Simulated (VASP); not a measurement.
CoO:

```
Co O
1.0
    -1.41423    2.44951    2.72172
     2.82845    0.00000    2.72172
     1.41422    2.44951    0.00000
Co O
2 2
Direct
  0.25000 0.25000 0.75000
  0.75000 0.75000 0.25000
  0.83333 0.16667 0.50000
  0.33333 0.66667 0.00000
```

The cell was built by a generator and needn't be a form met in nature.

Base run:

* Program: VASP 6.6.1
* Functional: PBE
* Potentials or basis: VASP PAW PBE potentials, release 64 (Co, O)
* Cutoff: 520 eV
* k mesh: 8 × 8 × 8
* Occupations: fermi-dirac, width 0.05 eV
* Spin: no spin polarisation

Its results: band gap on the k mesh none (metal or under the smearing width); pressure -12.4 GPa; largest force 0.007 eV/Å.

**Question.** The run is repeated on the same cell with these changes: spin from no spin polarisation to collinear spin, antiferromagnetic start. What comes out?

**Answer.** Band gap on the k mesh none (metal or under the smearing width); pressure 0.7 GPa; net moment 0.00 μB per cell; site moments Co +2.35, -2.35; O +0.00 μB; largest force 0.293 eV/Å.

Caveats: semilocal functionals often make such compounds metallic where correlation or magnetic order opens a gap, which also shifts bond lengths.
